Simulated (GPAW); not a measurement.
A run of GPAW 26.7.0 is set up as follows.

File run.py:

```python
from ase import Atoms
from ase.dft.bandgap import bandgap
from ase.io import write
from ase.units import GPa
from gpaw import GPAW, PW

atoms = Atoms(['Ga', 'P'],
              cell=[[0.0, 2.72525, 2.72525],
                    [2.72525, 0.0, 2.72525],
                    [2.72525, 2.72525, 0.0]],
              scaled_positions=[[0.0, 0.0, 0.0],
                                [0.75, 0.75, 0.75]],
              pbc=True)

calc = GPAW(mode=PW(600),
            xc='PBE',
            kpts={'size': (8, 8, 8), 'gamma': True},
            occupations={'name': 'fermi-dirac', 'width': 0.05},
            nbands=11,
            convergence={'density': 1e-05, 'energy': 1e-05},
            maxiter=150,
            txt='gpaw.txt')
atoms.calc = calc
energy = atoms.get_potential_energy()
forces = atoms.get_forces()
stress = atoms.get_stress()
calc.write('gs.gpw')
write('result.traj', atoms)
print(f'Energy: {energy:.6f} eV')
print('Forces (eV/A):')
print(forces.round(4))
print('Stress (GPa):', (stress / GPa).round(3))
print('Fermi level:', round(calc.get_fermi_level(), 4), 'eV')
print(f'Gap: {bandgap(calc)[0]:.4f} eV, direct: {bandgap(calc, direct=True)[0]:.4f} eV')

path = atoms.cell.bandpath('GXWKGLUWLK,UX', npoints=100, eps=1e-4)
bs_calc = calc.fixed_density(kpts=path, symmetry='off', nbands=21,
                             convergence={'bands': 'CBM+6.0', 'eigenstates': 1e-6}, txt='bands.txt')
bs = bs_calc.band_structure()
bs.write('bs.json')
print(f'Gap on the path: {bandgap(bs_calc)[0]:.4f} eV')
```

Potentials or basis: GPAW PAW data sets (gpaw-data 1.2.1), pw.

Launch:

```sh
$ OMP_NUM_THREADS=1 python run.py
```

Q: What does it give for the band gap on the k mesh?

A: 1.67 eV, indirect (least direct gap 1.89 eV).

Q: What does it give for the pressure?

A: 4.5 GPa.

Levels at the corners of the path, in eV from the valence-band top:
| point | band 2 | band 3 | band 4 | band 5 | band 6 | band 7 |
| --- | --- | --- | --- | --- | --- | --- |
| Γ | 0.00 | 0.00 | 0.00 | 1.89 | 3.93 | 3.93 |
| X | -6.72 | -2.66 | -2.66 | 1.67 | 1.85 | 10.64 |
| W | -6.49 | -3.59 | -3.40 | 4.73 | 4.92 | 6.16 |
| K | -6.50 | -3.93 | -2.24 | 2.22 | 4.84 | 8.28 |
| Γ | 0.00 | 0.00 | 0.00 | 1.89 | 3.93 | 3.93 |
| L | -6.60 | -1.11 | -1.11 | 1.73 | 4.75 | 4.75 |
| U | -6.50 | -3.93 | -2.24 | 2.22 | 4.84 | 8.28 |
| W | -6.49 | -3.59 | -3.40 | 4.73 | 4.92 | 6.16 |
| L | -6.60 | -1.11 | -1.11 | 1.73 | 4.75 | 4.75 |
| K | -6.50 | -3.93 | -2.24 | 2.22 | 4.84 | 8.28 |
| U | -6.50 | -3.93 | -2.24 | 2.22 | 4.84 | 8.28 |
| X | -6.72 | -2.66 | -2.66 | 1.67 | 1.85 | 10.64 |

**What was measured.**

From “Stacking defects in GaP nanowires: Electronic structure and optical properties”, 2018, arxiv:1810.01194, for a bulk crystal of GaP at 10 K: band gap 2.34 eV (indirect).

A measured gap of GaP is 2.34 eV (indirect; 10 K; quoted in “Stacking defects in GaP nanowires: Electronic structure and optical properties”, 2018, arxiv:1810.01194); the calculated 1.61 eV misses it by -0.73 eV. Spin-orbit coupling on Ga is left out. The value is that of PBE, without temperature or zero-point motion. Semilocal functionals fall short of measured gaps as a rule.
